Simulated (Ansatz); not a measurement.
## GeSe in Ansatz, relaxation

Run with:

```bash
ansatz run input.yaml --threads 2 --pin off --max-ram 2560MiB --backend cpu --events-out ev --progress --plain --runs-dir out
```

Input:

```yaml
crystal:
  lattice:
    - [10.80578051, 0.0, 0.0]
    - [0.0, 3.82586275, 0.0]
    - [0.0, 0.0, 4.38435592]
  atoms:
    - { symbol: Se, position: [0.1465, 0.75, 0.4976] }
    - { symbol: Se, position: [0.3535, 0.25, 0.9976] }
    - { symbol: Se, position: [0.6465, 0.75, 0.0024] }
    - { symbol: Se, position: [0.8535, 0.25, 0.5024] }
    - { symbol: Ge, position: [0.37899, 0.75, 0.6113] }
    - { symbol: Ge, position: [0.12101, 0.25, 0.1113] }
    - { symbol: Ge, position: [0.87899, 0.75, 0.8887] }
    - { symbol: Ge, position: [0.62101, 0.25, 0.3887] }
  symmetry: { tolerance: 0.0003 }
kpoints:
  mp_grid: { grid: [2, 6, 6], shift: [0, 0, 0] }
magnetization:
  spin_polarized: false
scf:
  occupations: { method: fermi_dirac }
  lower_state_search: "off"
hamiltonian:
  pseudopotentials: { kind: paw }
  xc: r2scan
basis:
  ecutwfc: 500
  fft_grid_basis: typed
relax:
  max_steps: 40
  f_tol: 0.03
output:
  forces: true
  stress: true
  eigenvalues: true
  bader: true
  populations: true
  elf: true
  write_potential: true
  volumetric_format: npy
  dos:
    e_range: [-12, 8]
    de: 0.05
    projected: { site_lists: { Ge: [Ge], Se: [Se] } }
  write_density: true
checkpoint:
  read: saved_state
```

Origin of the cell: a database entry, scaled a little.

The smearing width isn't typed, so it takes its default of 0.1 eV.

The saved state is a converged single point of the same cell.

Steps:

```
step  ΔF (meV/atom)  max force component (eV/Å)  SCF iterations  step was
   1            0.0                       0.113               6  accepted
   2           -0.6                       0.065               7  accepted
   3           -0.9                       0.034               7  accepted
   4           -1.0                       0.015               6  accepted
```

Step 1, with forces in eV/Å:

```xyz
8
Lattice="10.806 0.000 0.000 0.000 3.826 0.000 0.000 0.000 4.384" Properties=species:S:1:pos:R:3:forces:R:3 pbc="T T T" step=1
Se    1.583    2.869    2.182    0.063    0.000   -0.108
Se    3.820    0.956    4.374   -0.063    0.000   -0.108
Se    6.986    2.869    0.011    0.063    0.000    0.108
Se    9.223    0.956    2.203   -0.063    0.000    0.108
Ge    4.095    2.869    2.680   -0.113    0.000    0.094
Ge    1.308    0.956    0.488    0.113    0.000    0.094
Ge    9.498    2.869    3.896   -0.113    0.000   -0.094
Ge    6.710    0.956    1.704    0.113    0.000   -0.094
```

Step 2, with forces in eV/Å:

```xyz
8
Lattice="10.806 0.000 0.000 0.000 3.826 0.000 0.000 0.000 4.384" Properties=species:S:1:pos:R:3:forces:R:3 pbc="T T T" step=2
Se    1.589    2.869    2.109    0.012    0.000    0.065
Se    3.814    0.956    4.301   -0.012    0.000    0.065
Se    6.991    2.869    0.083    0.012    0.000   -0.065
Se    9.217    0.956    2.275   -0.012    0.000   -0.065
Ge    4.077    2.869    2.631   -0.001    0.000   -0.031
Ge    1.326    0.956    0.439    0.001    0.000   -0.031
Ge    9.480    2.869    3.946   -0.001    0.000    0.031
Ge    6.729    0.956    1.754    0.001    0.000    0.031
```

Step 3, with forces in eV/Å:

```xyz
8
Lattice="10.806 0.000 0.000 0.000 3.826 0.000 0.000 0.000 4.384" Properties=species:S:1:pos:R:3:forces:R:3 pbc="T T T" step=3
Se    1.589    2.869    2.165   -0.019    0.000    0.016
Se    3.814    0.956    4.358    0.019    0.000    0.016
Se    6.991    2.869    0.027   -0.019    0.000   -0.016
Se    9.217    0.956    2.219    0.019    0.000   -0.016
Ge    4.077    2.869    2.684    0.021    0.000   -0.034
Ge    1.326    0.956    0.492   -0.021    0.000   -0.034
Ge    9.480    2.869    3.892    0.021    0.000    0.034
Ge    6.729    0.956    1.700   -0.021    0.000    0.034
```

Step 4, with forces in eV/Å:

```xyz
8
Lattice="10.806 0.000 0.000 0.000 3.826 0.000 0.000 0.000 4.384" Properties=species:S:1:pos:R:3:forces:R:3 pbc="T T T" step=4
Se    1.587    2.869    2.151    0.010    0.000   -0.002
Se    3.816    0.956    4.343   -0.010    0.000   -0.002
Se    6.990    2.869    0.041    0.010    0.000    0.002
Se    9.219    0.956    2.233   -0.010    0.000    0.002
Ge    4.080    2.869    2.665   -0.015    0.000    0.002
Ge    1.323    0.956    0.473    0.015    0.000    0.002
Ge    9.483    2.869    3.912   -0.015    0.000   -0.002
Ge    6.726    0.956    1.719    0.015    0.000   -0.002
```

```
Free energy lowered by  : 1.0 meV/atom
Final pressure          : 2.32 GPa
Relaxation steps listed : 4
```

Caveats: the SCF threshold is looser than advised for a stress; the relaxation held the start's symmetry, so the end may be a saddle point.

Time: 2.8 min on 2 threads of Arm Neoverse V2, with other jobs on the host, peak memory 1.2 GiB, from a saved density.
